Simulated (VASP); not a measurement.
# BaH2 (Pnma) in VASP: further runs

The runs below take BaH2 through relaxation of cell and atoms, with PBEsol.

Program: VASP 6.6.1. These are calculated values, not measurements. Logs are shortened: lines on timing, memory, paths and dates and some standing lists are left out, and cuts for length are marked.

## (1) The crystal as given

It takes space group Pnma (No. 62, orthorhombic). Conventional cell: a = 6.792 Å, b = 4.168 Å, c = 7.858 Å, α = 90.00°, β = 90.00°, γ = 90.00°. Ba (site symmetry m) is surrounded by 5 H at 2.50 to 2.68 Å. H (site symmetry m) has 5 Ba at 2.68 to 3.00 Å and 2 H at 3.05 Å as nearest neighbours. H (site symmetry m) has 4 Ba at 2.50 to 2.68 Å as nearest neighbours.

## (2) Relaxation of cell and atoms, PBEsol

INCAR

```
PREC = Accurate ; ENCUT = 600
EDIFF = 1E-6 ; ISMEAR = 0
SIGMA = 0.03 ; LREAL = F
LASPH = T ; NELM = 80
ALGO = Normal ; ISIF = 3
LWAVE = F ; LCHARG = F
GGA = PS ; IBRION = 2
NSW = 90 ; EDIFFG = -0.01
KPAR = 4
```

KPOINTS

```
Automatic mesh
0
Gamma
  4 8 4
```

POSCAR

```
BaH2
1.0
    6.7920000000      0.0000000000      0.0000000000
    0.0000000000      4.1680000000      0.0000000000
    0.0000000000      0.0000000000      7.8580000000
Ba H
4 8
Direct
    0.2602900000      0.2500000000      0.8886300000
    0.2397100000      0.7500000000      0.3886300000
    0.7602900000      0.2500000000      0.6113700000
    0.7397100000      0.7500000000      0.1113700000
    0.0430000000      0.2500000000      0.1740000000
    0.4570000000      0.7500000000      0.6740000000
    0.5430000000      0.2500000000      0.3260000000
    0.9570000000      0.7500000000      0.8260000000
    0.6460000000      0.2500000000      0.9135000000
    0.8540000000      0.7500000000      0.4135000000
    0.1460000000      0.2500000000      0.5865000000
    0.3540000000      0.7500000000      0.0865000000
```

Potentials or basis: VASP PAW PBE potentials, release 64 (Ba_sv, H).

Command:

```sh
> cat potpaw_PBE.64/Ba_sv/POTCAR potpaw_PBE.64/H/POTCAR > POTCAR
> mpirun -np 4 vasp_std > vasp.out
```

OUTCAR:

```text
PREC = Accurate
   ENCUT = 600
   EDIFF = 1E-6
   ISMEAR = 0
   LREAL = F
   LASPH = T
   NELM = 80
   ISIF = 3
   GGA = PS
   IBRION = 2
   NSW = 90
   EDIFFG = -0.01

 ion  position               nearest neighbor table
   1  0.260  0.250  0.889-  11 2.50   9 2.63  12 2.68  12 2.68   5 2.68   3 4.03   3 4.03   4 4.24
                             4 4.24   2 4.45   2 4.45   2 4.45   2 4.45   4 4.46   4 4.46
   2  0.240  0.750  0.389-  12 2.50  10 2.63  11 2.68  11 2.68   6 2.68   4 4.03   4 4.03   3 4.24
                             3 4.24   1 4.45   1 4.45   1 4.45   1 4.45   3 4.46   3 4.46
   3  0.760  0.250  0.611-   9 2.50  11 2.63  10 2.68  10 2.68   7 2.68   1 4.03   1 4.03   2 4.24
                             2 4.24   4 4.45   4 4.45   4 4.45   4 4.45   2 4.46   2 4.46
   4  0.740  0.750  0.111-  10 2.50  12 2.63   9 2.68   9 2.68   8 2.68   2 4.03   2 4.03   1 4.24
                             1 4.24   3 4.45   3 4.45   3 4.45   3 4.45   1 4.46   1 4.46
   5  0.043  0.250  0.174-   1 2.68
   6  0.457  0.750  0.674-   2 2.68
   7  0.543  0.250  0.326-   3 2.68
   8  0.957  0.750  0.826-   4 2.68
   9  0.646  0.250  0.913-   3 2.50   1 2.63   4 2.68   4 2.68
  10  0.854  0.750  0.413-   4 2.50   2 2.63   3 2.68   3 2.68
  11  0.146  0.250  0.587-   1 2.50   3 2.63   2 2.68   2 2.68
  12  0.354  0.750  0.087-   2 2.50   4 2.63   1 2.68   1 2.68

  LATTYP: Found a simple orthorhombic cell.
 ALAT       =     4.1680000000
 B/A-ratio  =     1.6295585413
 C/A-ratio  =     1.8853166987

  Lattice vectors:

 A1 = (   0.0000000000,  -4.1680000000,   0.0000000000)
 A2 = (   6.7920000000,   0.0000000000,   0.0000000000)
 A3 = (   0.0000000000,   0.0000000000,   7.8580000000)

Analysis of symmetry for initial positions (statically):
=====================================================================
 Subroutine PRICEL returns:
 Original cell was already a primitive cell.

 Routine SETGRP: Setting up the symmetry group for a
 simple orthorhombic supercell.

 Subroutine GETGRP returns: Found  8 space group operations
 (whereof  2 operations were pure point group operations)
 out of a pool of  8 trial point group operations.

The static configuration has the point symmetry S_2 .
 The point group associated with its full space group is D_2h.

Analysis of symmetry for dynamics (positions and initial velocities):
=====================================================================
 Subroutine PRICEL returns:
 Original cell was already a primitive cell.

 Routine SETGRP: Setting up the symmetry group for a
 simple orthorhombic supercell.

 Subroutine GETGRP returns: Found  8 space group operations
 (whereof  2 operations were pure point group operations)
 out of a pool of  8 trial point group operations.

The dynamic configuration has the point symmetry S_2 .
 The point group associated with its full space group is D_2h.

 Subroutine INISYM returns: Found  8 space group operations
 (whereof  2 operations are pure point group operations),
 and found     1 'primitive' translations

----------------------------------------------------------------------------------------

                                     Primitive cell

  volume of cell :     222.4526

  direct lattice vectors                    reciprocal lattice vectors
     6.792000000  0.000000000  0.000000000     0.147232038  0.000000000  0.000000000
     0.000000000  4.168000000  0.000000000     0.000000000  0.239923225  0.000000000
     0.000000000  0.000000000  7.858000000     0.000000000  0.000000000  0.127258844

  length of vectors
     6.792000000  4.168000000  7.858000000     0.147232038  0.239923225  0.127258844

  position of ions in fractional coordinates (direct lattice)
     0.260290000  0.250000000  0.888630000
     0.239710000  0.750000000  0.388630000
     0.760290000  0.250000000  0.611370000
     0.739710000  0.750000000  0.111370000
     0.043000000  0.250000000  0.174000000
     0.457000000  0.750000000  0.674000000
     0.543000000  0.250000000  0.326000000
     0.957000000  0.750000000  0.826000000
     0.646000000  0.250000000  0.913500000
     0.854000000  0.750000000  0.413500000
     0.146000000  0.250000000  0.586500000
     0.354000000  0.750000000  0.086500000

  ion indices of the primitive-cell ions
   primitive index   ion index
                 1           1
                 2           2
                 3           3
                 4           4
                 5           5
                 6           6
                 7           7
                 8           8
                 9           9
                10          10
                11          11
                12          12

----------------------------------------------------------------------------------------

 KPOINTS: Automatic mesh

Automatic generation of k-mesh.
 Grid dimensions read from file:
 generate k-points for:    4    8    4

 Generating k-lattice:

[... 58 lines left out ...]
   NUPDOWN=      -1.0000    fix difference up-down
   EMIN   =  10.00;   EMAX   =-10.00  energy-range for DOS
   EFERMI =   0.00;   METHOD = LEGACY
   ISMEAR =     0;   SIGMA  =   0.03  broadening in eV -4-tet -1-fermi 0-gaus
   EFERMI_NEDOS =   21; number of points for ismear=-14 and -15
   IALGO  =     38    algorithm
   IMIX   =      4    mixing-type and parameters
     AMIX     =   0.40;   BMIX     =  1.00
     AMIX_MAG =   1.60;   BMIX_MAG =  1.00
  volume/ion in A,a.u.               =      18.54       125.10
  Fermi-wavevector in a.u.,A,eV,Ry     =   0.981920  1.855560 13.118287  0.964167
  Thomas-Fermi vector in A             =   2.112963
   LORBIT       =      0    0 simple, 1 ext, 2 COOP (PROOUT), +10 PAW based schemes
   GGA     = PS    functional components
   LHFCALC =     F    Hartree Fock is set to
   AEXX    =    0.0000 exact exchange contribution
   IVDW    =     0    specifies the selected vdW correction
   LEPSILON=     F    determine dielectric tensor
   LRPA    =     F    only Hartree local field effects (RPA)
 conjugate gradient relaxation of ions
 non-spin polarized calculation
 Gauss-broadening in eV      SIGMA  =   0.03
  energy-cutoff  :      600.00
  volume of cell :      222.45
 maximum number of plane-waves:      7457
   NGX = 27   NGY = 17   NGZ = 31

--------------------------------------- Ionic step        1  -------------------------------------------

 number of electron      47.9999998 magnetization

 Free energy of the ion-electron system (eV)
  ---------------------------------------------------
  ext. energy  EPLUGINS =         0.00000000
  ---------------------------------------------------
  free energy    TOTEN  =       -40.91431877 eV

  energy without entropy =      -40.91431877  energy(sigma->0) =      -40.91431877

------------------------ aborting loop because EDIFF is reached ----------------------------------------

  FORCE on cell =-STRESS in cart. coord.  units (eV):
  Direction    XX          YY          ZZ          XY          YZ          ZX
  --------------------------------------------------------------------------------------
  -------------------------------------------------------------------------------------
  Total       -0.9619670     -2.3447545     -0.3504174      0.0000000      0.0000000      0.0000000
  in kB       -6.9284064    -16.8877018     -2.5238225      0.0000000      0.0000000      0.0000000
  external PRESSURE =      -8.7799769 kB  Pullay stress =       0.0000000 kB
[... 119 lines left out ...]
  FREE ENERGIE OF THE ION-ELECTRON SYSTEM (eV)
  ---------------------------------------------------
  free  energy   TOTEN  =       -40.9957842434 eV

  energy  without entropy=      -40.9957842434  energy(sigma->0) =      -40.99578424

[... ionic steps 4 to 10 ...]

--------------------------------------- Ionic step       11  -------------------------------------------

 number of electron      48.0000002 magnetization

------------------------ aborting loop because EDIFF is reached ----------------------------------------

  FORCE on cell =-STRESS in cart. coord.  units (eV):
  Direction    XX          YY          ZZ          XY          YZ          ZX
  --------------------------------------------------------------------------------------
  -------------------------------------------------------------------------------------
  Total        0.0166395     -0.0223809     -0.0530329     -0.0000000      0.0000000      0.0000000
  in kB        0.1243015     -0.1671911     -0.3961690     -0.0000000      0.0000000      0.0000000
  external PRESSURE =      -0.1463529 kB  Pullay stress =       0.0000000 kB
[... 77 lines left out ...]
  energy  without entropy=      -41.0584644846  energy(sigma->0) =      -41.05846448

--------------------------------------- Ionic step       13  -------------------------------------------

 number of electron      48.0000003 magnetization

 Free energy of the ion-electron system (eV)
  ---------------------------------------------------
  ext. energy  EPLUGINS =         0.00000000
  ---------------------------------------------------
  free energy    TOTEN  =       -41.05864022 eV

  energy without entropy =      -41.05864022  energy(sigma->0) =      -41.05864022

 E-fermi :   0.1975     XC(G=0):  -8.6710

 val. band max:        0.0474747568   @ k =   0.2500   0.0000   0.0000
 cond. band min:       2.6836608936   @ k =   0.5000   0.3750   0.0000
 fundamental gap:      2.6361861369
 Fermi energy:         0.1975049384

 k-point     1 :       0.0000    0.0000    0.0000
  band No.  band energies     occupation
      1     -26.0133      2.00000
      2     -25.9232      2.00000
      3     -25.9115      2.00000
      4     -25.9007      2.00000
      5     -11.8306      2.00000
      6     -11.5832      2.00000
[... 805 lines left out ...]
     30       4.5910      0.00000
     31       4.8613      0.00000

 [... further k-points ...]

------------------------ aborting loop because EDIFF is reached ----------------------------------------

  FORCE on cell =-STRESS in cart. coord.  units (eV):
  Direction    XX          YY          ZZ          XY          YZ          ZX
  --------------------------------------------------------------------------------------
  -------------------------------------------------------------------------------------
  Total       -0.0590200     -0.0152349      0.0317552     -0.0000000      0.0000000      0.0000000
  in kB       -0.4410007     -0.1138362      0.2372767     -0.0000000      0.0000000      0.0000000
  external PRESSURE =      -0.1058534 kB  Pullay stress =       0.0000000 kB
[... 27 lines left out ...]
  FREE ENERGIE OF THE ION-ELECTRON SYSTEM (eV)
  ---------------------------------------------------
  free  energy   TOTEN  =       -41.0586402235 eV

  energy  without entropy=      -41.0586402235  energy(sigma->0) =      -41.05864022

 reached required accuracy - stopping structural energy minimisation
```

Wall time 8.2 min (4 MPI ranks of AMD EPYC 9R45 (Zen 5), shared host); peak memory 0.56 GiB.

Results:

```
Free energy                            : -41.0586 eV
Relaxed volume                         : 17.87 Å³/atom
Relaxed cell                           : a = 6.715 Å, b = 4.115 Å, c = 7.761 Å, α = 90.00°, β = 90.00°, γ = 90.00°
Space group after relaxing (to 0.05 Å) : Pnma (No. 62)
Energy gained by relaxing              : 12.0 meV/atom
Ionic steps                            : 13
Pressure after relaxing                : 0.0 GPa
Largest force after relaxing           : 0.007 eV/Å
Band gap on the k mesh                 : 2.64 eV, indirect (least direct gap 3.22 eV)
```

Forces on the atoms (eV/Å):
```
Ba  -0.001  0.000  0.005
Ba   0.001  0.000  0.005
Ba  -0.001  0.000 -0.005
Ba   0.001  0.000 -0.005
H   -0.006  0.000  0.003
H    0.006  0.000  0.003
H   -0.006  0.000 -0.003
H    0.006  0.000 -0.003
H    0.002  0.000 -0.006
H   -0.002  0.000 -0.006
H    0.002  0.000  0.006
H   -0.002  0.000  0.006
```

The path:
```
step  energy change (eV)  largest force (eV/Å)  pressure (GPa)  volume (Å³)
   1              0.0000                0.3245           -0.88       222.45
   2             -0.0473                0.2536           -0.47       219.19
   3             -0.0815                0.1667            0.36       213.59
   4             -0.1002                0.1347            0.22       214.20
   5             -0.1306                0.0675           -0.19       216.04
   6             -0.1323                0.0742           -0.30       216.58
   7             -0.1417                0.0390           -0.02       214.53
   8             -0.1425                0.0364            0.09       213.75
   9             -0.1434                0.0219            0.00       214.32
  10             -0.1435                0.0228           -0.04       214.62
  11             -0.1440                0.0154           -0.01       214.47
  12             -0.1441                0.0138            0.01       214.36
  13             -0.1443                0.0069           -0.01       214.42
```

Final structure:
```cif
data_structure
_symmetry_space_group_name_H-M 'P 1'
_symmetry_Int_Tables_number 1
_cell_length_a 6.7145
_cell_length_b 4.1149
_cell_length_c 7.7606
_cell_angle_alpha 90.000
_cell_angle_beta 90.000
_cell_angle_gamma 90.000
_cell_volume 214.42
loop_
_atom_site_label
_atom_site_type_symbol
_atom_site_fract_x
_atom_site_fract_y
_atom_site_fract_z
_atom_site_occupancy
Ba1 Ba 0.26022 0.25000 0.88649 1
Ba2 Ba 0.23978 0.75000 0.38649 1
Ba3 Ba 0.76022 0.25000 0.61351 1
Ba4 Ba 0.73978 0.75000 0.11351 1
H1 H 0.02967 0.25000 0.18360 1
H2 H 0.47033 0.75000 0.68360 1
H3 H 0.52967 0.25000 0.31640 1
H4 H 0.97033 0.75000 0.81640 1
H5 H 0.64553 0.25000 0.92971 1
H6 H 0.85447 0.75000 0.42971 1
H7 H 0.14553 0.25000 0.57029 1
H8 H 0.35447 0.75000 0.07029 1
```

Levels at points of the mesh, in eV from the valence-band top:
```
           k point  band 20  band 21  band 22  band 23  band 24  band 25  band 26  band 27  band 28  band 29
(0.00, 0.00, 0.00)    -1.04    -0.82    -0.60    -0.23    -0.04     3.38     3.80     3.94     4.26     4.48
(0.50, 0.00, 0.00)    -1.50    -0.63    -0.63    -0.06    -0.06     3.16     3.16     3.71     3.71     4.27
(0.00, 0.50, 0.00)    -1.26    -0.95    -0.95    -0.91    -0.91     3.19     3.19     3.47     3.47     4.28
(0.50, 0.50, 0.00)    -1.28    -0.78    -0.78    -0.78    -0.78     3.02     3.02     3.02     3.02     4.45
(0.00, 0.00, 0.50)    -1.12    -0.57    -0.57    -0.33    -0.33     3.18     3.18     3.60     3.60     4.74
(0.50, 0.00, 0.50)    -1.59    -0.74    -0.74    -0.39    -0.39     3.18     3.18     3.26     3.26     4.86
(0.00, 0.50, 0.50)    -1.41    -1.30    -1.30    -0.52    -0.52     3.39     3.39     4.22     4.22     4.30
(0.50, 0.50, 0.50)    -1.53    -0.67    -0.67    -0.67    -0.67     3.32     3.32     3.32     3.32     4.78
```

Caveat: the PAW data sets were made with another functional, which shifts forces and pressure a little; spin-orbit coupling is left out, which moves the levels of the heavy elements. A k mesh can miss the band edges.

## (3) Relaxation of cell and atoms, PBEsol

This run uses another cell than the first one, of 17.87 Å³/atom, 0.964 times its volume.

INCAR

```
PREC = Accurate ; ENCUT = 600
EDIFF = 1E-7 ; ISMEAR = 0
SIGMA = 0.03 ; LREAL = F
LASPH = T ; NELM = 80
ALGO = Normal ; ISIF = 3
LWAVE = F ; LCHARG = F
GGA = PS ; IBRION = 2
NSW = 90 ; EDIFFG = -0.005
KPAR = 4
```

KPOINTS is that of step 2.

POSCAR

```
BaH2                                    
1.0
    6.7145168833      0.0000000000      0.0000000000
   -0.0000000000      4.1148986204      0.0000000000
    0.0000000000      0.0000000000      7.7606177979
  Ba              H             
     4     8
Direct
     0.2602191851359665    0.2500000000000000    0.8864905744380358
     0.2397808148640335    0.7500000000000000    0.3864905744380359
     0.7602191851359666    0.2500000000000000    0.6135094255619642
     0.7397808148640334    0.7500000000000000    0.1135094255619642
     0.0296708010993644    0.2500000000000000    0.1835953142866273
     0.4703291989006356    0.7500000000000000    0.6835953142866271
     0.5296708010993643    0.2500000000000000    0.3164046857133727
     0.9703291989006357    0.7500000000000000    0.8164046857133729
     0.6455324175210156    0.2500000000000000    0.9297081867086763
     0.8544675824789844    0.7500000000000000    0.4297081867086761
     0.1455324175210157    0.2500000000000000    0.5702918132913237
     0.3544675824789842    0.7500000000000000    0.0702918132913239
```

Potentials or basis: VASP PAW PBE potentials, release 64 (Ba_sv, H).

Command:

```sh
> cat potpaw_PBE.64/Ba_sv/POTCAR potpaw_PBE.64/H/POTCAR > POTCAR
> mpirun -np 4 vasp_std > vasp.out
```

Wall time 6.6 min (4 MPI ranks of AMD EPYC 9R45 (Zen 5), shared host); peak memory 0.55 GiB.

It converged, with:

| Item | Value |
| --- | --- |
| Free energy | -41.0583 eV |
| Relaxed volume | 17.85 Å³/atom |
| Relaxed cell | a = 6.701 Å, b = 4.117 Å, c = 7.764 Å, α = 90.00°, β = 90.00°, γ = 90.00° |
| Space group after relaxing (to 0.05 Å) | Pnma (No. 62) |
| Energy gained by relaxing | 0.0 meV/atom |
| Ionic steps | 12 |
| Pressure after relaxing | 0.0 GPa |
| Largest force after relaxing | 0.005 eV/Å |
| Band gap on the k mesh | 2.61 eV, indirect (least direct gap 3.20 eV) |

Forces on the atoms (eV/Å):
```
Ba   0.004  0.000  0.001
Ba  -0.004  0.000  0.001
Ba   0.004  0.000 -0.001
Ba  -0.004  0.000 -0.001
H    0.000  0.000  0.003
H    0.000  0.000  0.003
H    0.000  0.000 -0.003
H    0.000  0.000 -0.003
H   -0.001  0.000  0.001
H    0.001  0.000  0.001
H   -0.001  0.000 -0.001
H    0.001  0.000 -0.001
```

Step by step:
| step | energy change (eV) | largest force (eV/Å) | pressure (GPa) | volume (Å³) |
| --- | --- | --- | --- | --- |
| 1 | 0.0000 | 0.0069 | -0.01 | 214.42 |
| 2 | 0.0000 | 0.0069 | -0.01 | 214.38 |
| 3 | -0.0001 | 0.0078 | 0.01 | 214.27 |
| 4 | -0.0001 | 0.0104 | 0.04 | 214.04 |
| 5 | -0.0001 | 0.0088 | 0.02 | 214.17 |
| 6 | -0.0002 | 0.0078 | 0.02 | 214.20 |
| 7 | -0.0003 | 0.0053 | 0.00 | 214.29 |
| 8 | -0.0002 | 0.0131 | -0.04 | 214.48 |
| 9 | -0.0003 | 0.0070 | -0.02 | 214.37 |
| 10 | -0.0003 | 0.0069 | -0.01 | 214.30 |
| 11 | -0.0004 | 0.0079 | 0.02 | 214.13 |
| 12 | -0.0004 | 0.0045 | 0.01 | 214.19 |

Final structure:
```
Ba H
1.0
     6.70081    0.00000    0.00000
     0.00000    4.11695    0.00000
     0.00000    0.00000    7.76422
Ba H
4 8
Direct
  0.26004 0.25000 0.88734
  0.23996 0.75000 0.38734
  0.76004 0.25000 0.61266
  0.73996 0.75000 0.11266
  0.02859 0.25000 0.18434
  0.47141 0.75000 0.68434
  0.52859 0.25000 0.31566
  0.97141 0.75000 0.81566
  0.64651 0.25000 0.92871
  0.85349 0.75000 0.42871
  0.14651 0.25000 0.57129
  0.35349 0.75000 0.07129
```

Levels at points of the mesh, in eV from the valence-band top:
```tsv
k point	band 21	band 22	band 23	band 24	band 25	band 26	band 27	band 28
(0.00, 0.00, 0.00)	-0.84	-0.63	-0.23	-0.02	3.35	3.80	3.93	4.23
(0.50, 0.00, 0.00)	-0.65	-0.65	-0.08	-0.08	3.15	3.15	3.68	3.68
(0.00, 0.50, 0.00)	-0.98	-0.98	-0.93	-0.93	3.17	3.17	3.47	3.47
(0.50, 0.50, 0.00)	-0.80	-0.80	-0.80	-0.80	2.99	2.99	2.99	2.99
(0.00, 0.00, 0.50)	-0.58	-0.58	-0.34	-0.34	3.17	3.17	3.59	3.59
(0.50, 0.00, 0.50)	-0.76	-0.76	-0.40	-0.40	3.17	3.17	3.25	3.25
(0.00, 0.50, 0.50)	-1.31	-1.31	-0.54	-0.54	3.37	3.37	4.20	4.20
(0.50, 0.50, 0.50)	-0.68	-0.68	-0.68	-0.68	3.30	3.30	3.30	3.30
```

Caveat: the PAW data sets were made with another functional, which shifts forces and pressure a little; spin-orbit coupling is left out, which moves the levels of the heavy elements. A hybrid or GW would open this gap; PBEsol tends to underestimate it.
